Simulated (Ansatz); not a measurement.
**Pd: single point with PBE**

The system is Pd.

```xyz
1
Lattice="0.0000 1.9465 1.9465 1.9465 0.0000 1.9465 1.9465 1.9465 0.0000" Properties=species:S:1:pos:R:3 pbc="T T T"
Pd    0.0000    0.0000    0.0000
```

```
Program             : Ansatz 0.2.0
Task                : single point
Functional          : PBE
Potentials or basis : all-electron LAPW, scalar-relativistic
Cutoff              : 247 eV (chosen from the basis error)
Basis error allowed : 0.002 eV/atom
k mesh              : 8 × 8 × 8
Occupations         : fermi-dirac, width 0.03 eV
Spin                : no spin polarisation
```

```
Pressure               : 7.9 GPa
Band gap on the k mesh : none (metal or under the smearing width)
```

Levels at points of the mesh, in eV from the Fermi level:
```
             k point  band 10  band 11  band 12  band 13  band 14  band 15  band 16  band 17  band 18
  (0.00, 0.00, 0.00)    -7.25    -2.91    -2.91    -2.91    -1.30    -1.30    16.91    21.62    21.62
 (0.00, 0.00, -0.50)    -5.38    -2.96    -2.96    -0.08    -0.08     0.90     7.24    16.30    20.84
(0.00, -0.50, -0.50)    -5.49    -5.19    -0.12     0.24     0.24     3.24    10.68    13.07    13.07
```

It took 2.5 s on 1 thread of Arm Neoverse V1 (shared host), peak memory 0.22 GiB.

Caveat: the k mesh is thin for a metal, which can move the energy by tens of meV per atom.
